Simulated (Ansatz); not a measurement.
In under changes of volume

One of the cells (26.686 Å³/atom); the others are scaled copies at fixed shape and fractional positions:

```
In
1.0
    -1.88253    1.88253    1.88253
     1.88253   -1.88253    1.88253
     1.88253    1.88253   -1.88253
In
1
Cartesian
  0.0000 0.0000 0.0000
```

This isn't the form of In at room conditions, which is tetragonal.

- Program: Ansatz 0.2.0
- Functional: LDA
- Potentials or basis: Ansatz PAW
- Cutoff: 420 eV (not typed: the program's choice for these potentials)
- k mesh: 10 × 10 × 10
- Occupations: fermi-dirac, width 0.05 eV
- Spin: no spin polarisation

| volume (Å³/atom) | energy over the lowest point (meV/atom) | pressure (GPa) |
| --- | --- | --- |
| 25.085 | 0.00 | -0.5 |
| 25.618 | 3.23 | -1.4 |
| 26.152 | 9.10 | -2.2 |
| 26.686 | 17.33 | -2.8 |
| 27.220 | 27.71 | -3.5 |
| 27.753 | 40.03 | -4.0 |
| 28.287 | ? | ? |

What does the run at 28.287 Å³/atom give?

Energy over the lowest point 54.08 meV/atom; pressure -4.5 GPa.

Worked out: A Birch-Murnaghan fit of order 3 (a polynomial in V^(-2/3)) to the other rows has its minimum at 24.75 Å³/atom, just outside them, with B0 = V·E''(V) = 43 GPa and B' = 3.6. It gives 54.13 meV/atom at 28.287 Å³/atom, against the run's 54.08, and -dE/dV = -4.5 GPa, against -4.5.

Energies are extrapolated to zero smearing.

Caveats: the PAW data sets come from PBE, with cores solved anew for the run's functional, which leaves a small shift of forces and pressure.
